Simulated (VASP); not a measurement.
The system is EuO.

```xyz
2
Lattice="0.0000 2.5720 2.5720 2.5720 0.0000 2.5720 2.5720 2.5720 0.0000" Properties=species:S:1:pos:R:3 pbc="T T T"
Eu    0.0000    0.0000    0.0000
O     2.5720    2.5720    2.5720
```

```yaml
Program: VASP 6.6.1
Task: relaxation of cell and atoms
Functional: PBE
Potentials_or_basis: VASP PAW PBE potentials, release 64 (Eu, O)
Cutoff: 600 eV
k_mesh: 12 × 12 × 12
Occupations: methfessel-paxton, width 0.1 eV
Spin: collinear spin, ferromagnetic start
Starting_moments: "[7.0, 0.0] μB"
```

At the start: pressure -4.4 GPa; volume 17.01 Å³/atom.

Question: How do energy, volume and symmetry change on relaxing?

Answer: Over 9 steps the energy falls by 12.6 meV/atom and the volume is 16.17 Å³/atom (-5.0 %); space group Fm-3m (No. 225, to 0.05 Å); moment 6.96 μB per cell.

Step by step:
| step | energy change (eV) | largest force (eV/Å) | pressure (GPa) | volume (Å³) |
| --- | --- | --- | --- | --- |
| 1 | 0.0000 | 0.0000 | -4.42 | 34.03 |
| 2 | -0.0223 | 0.0000 | 1.76 | 31.77 |
| 3 | -0.0253 | 0.0000 | 0.11 | 32.30 |
| 4 | -0.0252 | 0.0000 | -0.17 | 32.35 |
| 5 | -0.0252 | 0.0000 | -0.24 | 32.34 |
| 6 | -0.0253 | 0.0000 | -0.28 | 32.33 |
| 7 | -0.0253 | 0.0000 | -0.16 | 32.33 |
| 8 | -0.0253 | 0.0000 | -0.10 | 32.33 |
| 9 | -0.0253 | 0.0000 | -0.08 | 32.33 |

Final structure:
```
Eu O
1.0
     0.00000    2.52858    2.52858
     2.52858    0.00000    2.52858
     2.52858    2.52858    0.00000
Eu O
1 1
Cartesian
  0.0000 0.0000 0.0000
  2.5286 2.5286 2.5286
```

Caveat: a cell with one magnetic atom can't hold antiferromagnetic order, which such compounds often take; without U or exact exchange the open f shell lies at the Fermi level, which spoils levels, moments and volumes.
